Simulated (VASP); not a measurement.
Wanted: the native input for a VASP 6.6.1 run.

- Task: relaxation of cell and atoms
- Functional: BLYP
- Dispersion: D4
- Potentials or basis: VASP PAW PBE potentials, release 64 (Si)
- Cutoff: 600 eV
- k mesh: 12 × 12 × 11
- Occupations: fermi-dirac, width 0.05 eV
- Spin: no spin polarisation
- Further INCAR settings: ALGO = Normal; EDIFF = 1e-06; IBRION = 2; EDIFFG = -0.01; NSW = 60; ISIF = 3

The structure of Si lies in POSCAR:

```
Si
1.0
    2.6205428149      0.0000000000      0.0000000000
   -1.3102714075      2.2694566494      0.0000000000
    0.0000000000      0.0000000000      2.4663543900
Si
1
Direct
    0.0000000000      0.0000000000      0.0000000000
```

This isn't the form of Si at room conditions, which is diamond.

The input as run:

INCAR

```
SYSTEM = Si
AGGAC = 1.0
AGGAX = 1.0
ALDAC = 0.0
ALDAX = 1.0
ALGO = Normal
EDIFF = 1E-6
EDIFFG = -0.01
ENCUT = 600
GGA = B5
IBRION = 2
ISIF = 3
ISMEAR = -1
IVDW = 13
LASPH = .True.
LCHARG = .False.
LREAL = .False.
LWAVE = .False.
NELM = 80
NSW = 60
PREC = Accurate
SIGMA = 0.05
VDW_A1 = 0.44488865
VDW_A2 = 4.0933009
VDW_S6 = 1.0
VDW_S8 = 2.34076671
```

KPOINTS

```
k-points
0
Gamma
  12 12 11
  0 0 0
```

Potentials or basis: VASP PAW PBE potentials, release 64 (Si).

Command:

```sh
$ cat potpaw_PBE.64/Si/POTCAR > POTCAR
$ mpirun -np 1 vasp_std > vasp.out
```

It gave:

```
Relaxed volume                         : 14.93 Å³/atom
Relaxed cell                           : a = 2.630 Å, b = 2.630 Å, c = 2.493 Å, α = 90.00°, β = 90.00°, γ = 120.00°
Space group after relaxing (to 0.05 Å) : P6/mmm (No. 191)
Energy gained by relaxing              : 2.3 meV/atom
Ionic steps                            : 6
Pressure after relaxing                : 0.0 GPa
Band gap on the k mesh                 : none (metal or under the smearing width)
Dispersion energy per atom             : -0.837 eV
```

Caveat: the PAW data sets were made with another functional, which shifts forces and pressure a little; pairwise dispersion overbinds metals, which lowers pressure and volume.

It took 34 s on 1 thread of Intel(R) Xeon(R) Platinum 8488C (Sapphire Rapids) (shared host), peak memory 0.13 GiB.
